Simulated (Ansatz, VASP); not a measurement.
One calculation of C, two programs

```
C
1.0
     3.56680    0.00000    0.00000
     0.00000   -3.56680    0.00000
     0.00000    0.00000   -3.56680
C
8
Cartesian
  1.7834 0.0000 0.2400
  0.0000 -1.7834 0.0000
  0.0000 0.0000 -1.7834
  1.7834 -1.7834 -1.7834
  2.6751 -2.6751 -2.6751
  0.8917 -0.8917 -2.6751
  0.8917 -2.6751 -0.8917
  2.6751 -0.8917 -0.8917
```

Alike in both runs: task single point; functional PBE; k mesh 6 × 6 × 6; occupations gaussian, width 0.05 eV; no spin polarisation.

```csv
,VASP,Ansatz
version,VASP 6.6.1,Ansatz 0.2.0
potentials or method,"VASP PAW PBE potentials, release 64 (C)","scalar-relativistic, plane waves, PAW"
plane-wave cutoff (eV),520,420
valence electrons in the cell,32,32
```

|  | VASP | Ansatz | Ansatz less VASP |
| --- | --- | --- | --- |
| gap on the k mesh at the Fermi level (eV) | 2.44 | 2.44 | +0.004 |
| least direct gap on the mesh (eV) | 2.44 | 2.44 | +0.004 |
| pressure (GPa) | 8.3 | 7.6 | -0.68 |
| largest component of the traceless stress (GPa) | 3.80 | 3.74 | -0.060 |
| rms of the force components (eV/Å) | 2.366 | 2.357 | -0.0085 |

Atom by atom the forces differ by 0.012 eV/Å (rms over components). The functional is the same, so the differences come from potentials, cutoffs and numerics.

Caveats: forces of over 1 eV/Å show positions far from the minimum, so gaps and moduli don't describe the material at rest.
